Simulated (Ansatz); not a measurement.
## N: equation of state with PBEsol

N:

```xyz
8
Lattice="5.8151 0.0000 0.0000 0.0000 5.8151 0.0000 0.0000 0.0000 5.8151" Properties=species:S:1:pos:R:3 pbc="T T T"
N     0.2667    2.6409    3.1742
N     2.6409    3.1742    0.2667
N     3.1742    0.2667    2.6409
N     5.5484    5.5484    5.5484
N     5.4435    3.2791    2.5360
N     3.2791    2.5360    5.4435
N     2.5360    5.4435    3.2791
N     0.3716    0.3716    0.3716
```

```
Program             : Ansatz 0.2.0
Task                : equation of state
Functional          : PBEsol
Potentials or basis : all-electron LAPW, scalar-relativistic
Basis error allowed : 0.001 eV/atom
k mesh              : 5 × 5 × 5
Occupations         : fermi-dirac, width 0.05 eV
Spin                : no spin polarisation
```

| Item | Value |
| --- | --- |
| Equilibrium volume | 24.28 Å³/atom |
| Bulk modulus at fixed shape and positions | 65 GPa |
| Pressure derivative of the bulk modulus | 3.7 |

Energy against volume, from the lowest point:
| volume (Å³/atom) | energy (meV/atom) |
| --- | --- |
| 23.105 | 12.04 |
| 23.597 | 3.73 |
| 24.088 | 0.00 |
| 24.580 | 0.45 |
| 25.072 | 4.69 |
| 25.563 | 12.39 |
| 26.055 | 23.23 |

All runs of the series together: 5.7 min on 4 threads of Intel(R) Xeon(R) Platinum 8559C (Emerald Rapids) (shared host).

Caveat: the cell was scaled at fixed shape and fractional positions, which overstates the stiffness of a crystal with free parameters, most of all of layers and chains.
